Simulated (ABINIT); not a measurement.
TePt:

```xyz
4
Lattice="1.9816 1.1441 6.6610 -1.9816 1.1441 6.6610 0.0000 -2.2881 6.6610" Properties=species:S:1:pos:R:3 pbc="T T T"
Pt    0.0000    0.0000    2.5911
Pt    0.0000    0.0000   17.3920
Te    0.0000    0.0000    8.0332
Te    0.0000    0.0000   11.9499
```

```yaml
Program: ABINIT 10.8.3 (patched build)
Task: relaxation of cell and atoms
Functional: LDA
Potentials_or_basis: JTH PAW LDA v2.0
Cutoff: 435 eV
k_mesh: 7 × 7 × 7
Occupations: fermi-dirac, width 0.05 eV
Spin: no spin polarisation
```

At the start: pressure -1.3 GPa; volume 22.65 Å³/atom.

How do energy, volume and symmetry change on relaxing?

Over 9 steps the energy falls by 5.5 meV/atom and the volume is 22.14 Å³/atom (-2.2 %); space group R-3m (No. 166, to 0.05 Å).

Step by step:
| step | energy change (eV) | largest force (eV/Å) | pressure (GPa) | volume (Å³) |
| --- | --- | --- | --- | --- |
| 1 | 0.0000 | 0.4059 | -1.33 | 90.60 |
| 2 | -0.0062 | 0.3424 | -0.88 | 90.24 |
| 3 | -0.0177 | 0.1851 | 0.58 | 89.00 |
| 4 | -0.0188 | 0.1443 | 0.38 | 89.04 |
| 5 | -0.0201 | 0.0613 | -0.15 | 89.18 |
| 6 | -0.0203 | 0.0654 | -0.19 | 89.16 |
| 7 | -0.0214 | 0.0572 | -0.27 | 88.88 |
| 8 | -0.0218 | 0.0281 | -0.16 | 88.67 |
| 9 | -0.0219 | 0.0092 | -0.03 | 88.58 |

Final structure:
```
Pt Te
1.0
     1.97262    1.13889    6.57121
    -1.97262    1.13889    6.57121
     0.00000   -2.27778    6.57121
Pt Te
2 2
Direct
  0.13059 0.13059 0.13059
  0.86941 0.86941 0.86941
  0.40026 0.40026 0.40026
  0.59974 0.59974 0.59974
```
